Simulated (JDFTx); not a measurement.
# GaP (R-3m) in JDFTx: reference runs

Reference runs on GaP: the cell as given.

All numbers are computed with JDFTx 1.7.0 (patched build); they aren't measurements. Logs are shortened: lines on timing, memory, paths and dates and some standing lists are left out, and cuts for length are marked. The log counts tension as positive stress, the text compression.

## (1) The structure

It takes space group R-3m (No. 166, trigonal). Conventional cell: a = 3.886 Å, b = 3.886 Å, c = 19.292 Å, α = 90.00°, β = 90.00°, γ = 120.00°. Ga (site symmetry 3m) is surrounded by 3 P at 2.40 Å and 1 Ga at 2.49 Å. P (site symmetry 3m) has 1 P at 2.21 Å and 3 Ga at 2.40 Å as nearest neighbours.

Measurements of this composition are mostly on another form, of space group No. 216.

## (2) Single point, PBE

GaP.in reads:

```
lattice \
    3.6717665377    -3.6717665377     0.0000000000 \
    2.1198953989     2.1198953989    -4.2397907978 \
   12.1524698490    12.1524698490    12.1524698490
coords-type Lattice
ion Ga     0.5646280000     0.5646280000     0.5646280000 1
ion Ga     0.4353720000     0.4353720000     0.4353720000 1
ion P      0.9426110000     0.9426110000     0.9426110000 1
ion P      0.0573890000     0.0573890000     0.0573890000 1

ion-species pseudo/Ga.upf
ion-species pseudo/P.upf
elec-cutoff 40 320
elec-ex-corr gga-PBE
kpoint-folding 8 8 8
elec-smearing Fermi 0.0018374661
elec-n-bands 25
electronic-SCF nIterations 100 energyDiffThreshold 1e-09
electronic-minimize nIterations 30 energyDiffThreshold 1e-7
converge-empty-states yes
forces-output-coords Cartesian

dump-name run.$VAR
dump End Ecomponents EigStats BandEigs Kpoints Forces Stress
```

Potentials or basis: PseudoDojo-SR-PBE-0.5-standard.

On the command line:

```sh
> jdftx -c 1 -i GaP.in -o GaP.out
```

Output:

```text
*************** JDFTx 1.7.0 (patched build) ***************

Input parsed successfully to the following command list (including defaults):
[... the input with its defaults ...]

---------- Setting up symmetries ----------

Non-trivial transmission matrix:
[   1   0   0  ]
[  -1   1   0  ]
[   0  -1   1  ]
with reduced lattice vectors:
[      7.343533     -3.671767      0.000000  ]
[      0.000000      6.359686     -4.239791  ]
[      0.000000      0.000000     12.152470  ]

Found 12 point-group symmetries of the bravais lattice
Found 12 space-group symmetries with basis
Applied RMS atom displacement 0 bohrs to make symmetries exact.

---------- Initializing the Grid ----------
R =
[      3.67177     -3.67177            0  ]
[       2.1199       2.1199     -4.23979  ]
[      12.1525      12.1525      12.1525  ]
unit cell volume = 567.552
G =
[   0.855608   0.493985   0.172343  ]
[  -0.855608   0.493985   0.172343  ]
[ 1.57467e-17  -0.987971   0.172343  ]
Minimum fftbox size, Smin = [  104  104  104  ]
Chosen fftbox size, S = [  108  108  108  ]

---------- Initializing tighter grid for wavefunction operations ----------
R =
[      3.67177     -3.67177            0  ]
[       2.1199       2.1199     -4.23979  ]
[      12.1525      12.1525      12.1525  ]
unit cell volume = 567.552
G =
[   0.855608   0.493985   0.172343  ]
[  -0.855608   0.493985   0.172343  ]
[ 1.57467e-17  -0.987971   0.172343  ]
Minimum fftbox size, Smin = [  76  76  76  ]
Chosen fftbox size, S = [  80  80  80  ]

---------- Exchange Correlation functional ----------
Initalized PBE GGA exchange.
Initalized PBE GGA correlation.

---------- Setting up pseudopotentials ----------
Width of ionic core gaussian charges (only for fluid interactions / plotting) set to 0

Reading pseudopotential file 'pseudo/Ga.upf':
  'Ga' pseudopotential, 'PBE' functional
  Generated using ONCVPSP code by D. R. Hamann
  13 valence electrons, 3 orbitals, 6 projectors, 1001 radial grid points, with lMax = 2
    3D    l: 2   occupation: 10.0   eigenvalue: -0.703915
    4S    l: 0   occupation:  2.0   eigenvalue: -0.328859
    4P    l: 1   occupation:  1.0   eigenvalue: -0.094784
  Core radius for overlap checks: 1.84 bohrs.

Reading pseudopotential file 'pseudo/P.upf':
  'P' pseudopotential, 'PBE' functional
[... 26 lines left out ...]
Ga pseudo-atom occupations:   s ( 2 )  p ( 1 )  d ( 10 )
P pseudo-atom occupations:   s ( 2 )  p ( 3 )
	FillingsUpdate:  mu: +0.312081882  nElectrons: 36.000000
LCAOMinimize: Iter:   0  F: -147.3868042372141929  |grad|_K:  6.203e-04  alpha:  1.000e+00
	FillingsUpdate:  mu: +0.305957960  nElectrons: 36.000000
LCAOMinimize: Iter:   1  F: -147.3911856075113178  |grad|_K:  1.836e-04  alpha:  4.709e-01  linmin: -1.110e-02  cgtest:  4.457e-02
	FillingsUpdate:  mu: +0.306839635  nElectrons: 36.000000
[... 4 lines of inner loops ...]
LCAOMinimize: Iter:   4  F: -147.3915972323320887  |grad|_K:  1.369e-06  alpha:  5.948e-01  linmin: -6.719e-05  cgtest: -6.225e-03
	FillingsUpdate:  mu: +0.306780356  nElectrons: 36.000000
LCAOMinimize: Iter:   5  F: -147.3915972543349540  |grad|_K:  2.706e-07  alpha:  4.952e-01  linmin:  3.265e-04  cgtest: -1.240e-03
LCAOMinimize: Converged (|Delta F|<1.000000e-06 for 2 iters).

-------- Electronic minimization -----------
Will mix electronic density at each iteration.
	FillingsUpdate:  mu: +0.306780356  nElectrons: 36.000000
	FillingsUpdate:  mu: +0.284247283  nElectrons: 36.000000
SCF: Cycle:  0   F: -147.495082282353621   dF: -1.035e-01   |Residual|: 8.063e-02   |deigs|: 3.730e-02
	FillingsUpdate:  mu: +0.285563292  nElectrons: 36.000000
SCF: Cycle:  1   F: -147.501061030611481   dF: -5.979e-03   |Residual|: 4.634e-02   |deigs|: 3.840e-03
	FillingsUpdate:  mu: +0.288852977  nElectrons: 36.000000
SCF: Cycle:  2   F: -147.501919243068755   dF: -8.582e-04   |Residual|: 8.135e-03   |deigs|: 4.705e-03
	FillingsUpdate:  mu: +0.289283816  nElectrons: 36.000000
SCF: Cycle:  3   F: -147.502014333883864   dF: -9.509e-05   |Residual|: 3.494e-03   |deigs|: 1.173e-03
	FillingsUpdate:  mu: +0.289842362  nElectrons: 36.000000
SCF: Cycle:  4   F: -147.502028238778877   dF: -1.390e-05   |Residual|: 1.453e-03   |deigs|: 8.078e-04
	FillingsUpdate:  mu: +0.289982933  nElectrons: 36.000000
SCF: Cycle:  5   F: -147.502031562941227   dF: -3.324e-06   |Residual|: 4.009e-04   |deigs|: 1.913e-04
	FillingsUpdate:  mu: +0.290044263  nElectrons: 36.000000
SCF: Cycle:  6   F: -147.502032669580331   dF: -1.107e-06   |Residual|: 2.036e-04   |deigs|: 1.682e-04
	FillingsUpdate:  mu: +0.290038843  nElectrons: 36.000000
SCF: Cycle:  7   F: -147.502033145411531   dF: -4.758e-07   |Residual|: 5.597e-05   |deigs|: 1.054e-04
[... 5 lines left out ...]
SCF: Cycle: 10   F: -147.502033524453850   dF: -4.485e-08   |Residual|: 1.898e-05   |deigs|: 1.554e-04
	FillingsUpdate:  mu: +0.290040595  nElectrons: 36.000000
SCF: Cycle: 11   F: -147.502033549825171   dF: -2.537e-08   |Residual|: 5.685e-06   |deigs|: 1.548e-04
	FillingsUpdate:  mu: +0.290040240  nElectrons: 36.000000
SCF: Cycle: 12   F: -147.502033558735292   dF: -8.910e-09   |Residual|: 6.614e-06   |deigs|: 7.865e-05
	FillingsUpdate:  mu: +0.290040140  nElectrons: 36.000000
SCF: Cycle: 13   F: -147.502033564565068   dF: -5.830e-09   |Residual|: 1.454e-06   |deigs|: 1.579e-04
	FillingsUpdate:  mu: +0.290040098  nElectrons: 36.000000
SCF: Cycle: 14   F: -147.502033566433823   dF: -1.869e-09   |Residual|: 2.263e-06   |deigs|: 8.020e-05
	FillingsUpdate:  mu: +0.290040095  nElectrons: 36.000000
SCF: Cycle: 15   F: -147.502033567788175   dF: -1.354e-09   |Residual|: 4.775e-07   |deigs|: 1.244e-04
	FillingsUpdate:  mu: +0.290040078  nElectrons: 36.000000
SCF: Cycle: 16   F: -147.502033568153337   dF: -3.652e-10   |Residual|: 4.536e-07   |deigs|: 7.390e-05
	FillingsUpdate:  mu: +0.290040068  nElectrons: 36.000000
SCF: Cycle: 17   F: -147.502033568406745   dF: -2.534e-10   |Residual|: 4.473e-07   |deigs|: 1.525e-04
SCF: Converged (|Delta E|<1.000000e-09 for 2 iters).

Setting wave functions to eigenvectors of Hamiltonian
Converging empty states (this may take a while):
EmptyStates: None of the convergence criteria satisfied.
|deigs|: 7.546e-04

# Stress tensor in Cartesian coordinates [Eh/a0^3]:
[ -2.28578e-06            0            0  ]
[            0 -2.28578e-06            0  ]
[            0            0 -7.50947e-06  ]

# Ionic positions in lattice coordinates:
ion Ga   0.564628000000000   0.564628000000000   0.564628000000000 1
ion Ga   0.435372000000000   0.435372000000000   0.435372000000000 1
ion P   0.942611000000000   0.942611000000000   0.942611000000000 1
ion P   0.057389000000000   0.057389000000000   0.057389000000000 1

# Forces in Cartesian coordinates:
force Ga   0.000000000000002   0.000000000000001  -0.000898242788752 1
force Ga   0.000000000000001   0.000000000000001   0.000898242788752 1
force P   0.000000000000000  -0.000000000000001  -0.001035752712472 1
force P   0.000000000000001   0.000000000000000   0.001035752712472 1

# Energy components:
   Eewald =      -94.0773965668174696
       EH =       54.2201295936197951
     Eloc =     -137.0220032716852643
      Enl =      -74.3220507330477460
      Exc =      -45.9831029946138443
 Exc_core =       19.3368122013053423
       KE =      130.3455783499848337
-------------------------------------
     Etot =     -147.5020334212543673
       TS =        0.0000001471523827
-------------------------------------
        F =     -147.5020335684067447

IonicMinimize: Iter:   0  F: -147.502033568406745  |grad|_K:  5.597e-04
IonicMinimize: None of the convergence criteria satisfied after 0 iterations.

#--- Lowdin population analysis ---
# oxidation-state Ga -0.002 -0.002
# oxidation-state P +0.058 +0.058

Dumping 'run.eigStats' ...
	eMin: -0.267779 at state 0 ( [ +0.000000 +0.000000 +0.000000 ] spin 0 )
	HOMO: +0.274696 at state 0 ( [ +0.000000 +0.000000 +0.000000 ] spin 0 )
	mu  : +0.290040
	LUMO: +0.304769 at state 20 ( [ +0.000000 +0.500000 +0.500000 ] spin 0 )
	eMax: +0.602098 at state 20 ( [ +0.000000 +0.500000 +0.500000 ] spin 0 )
	HOMO-LUMO gap: +0.030073
	Optical gap  : +0.041397 at state 21 ( [ +0.125000 +0.125000 +0.125000 ] spin 0 )
WARNING: the last solve of the electrons (or of bands or displaced states from it) ended unconverged.
Done!
[note: mu as printed may lie anywhere between the filled and the empty levels]
```

Run time: 35 min. Hardware: 1 thread of Arm Neoverse V2, shared host; peak memory 0.83 GiB.

Results:

| Quantity | Value |
| --- | --- |
| Free energy | -4013.7348 eV |
| Pressure | 0.1 GPa |
| Largest force | 0.053 eV/Å |
| Band gap on the k mesh | 0.82 eV, indirect (least direct gap 1.13 eV) |

Forces on the atoms (eV/Å):
```
Ga   0.000  0.000 -0.046
Ga   0.000  0.000  0.046
P    0.000  0.000 -0.053
P    0.000  0.000  0.053
```

Stress tensor (GPa, compression positive):
```
0.07 0.00 0.00
0.00 0.07 0.00
0.00 0.00 0.22
```

Caveat: the empty levels aren't tightly converged. PBE gaps usually lie below the measured ones, often by a third to a half.
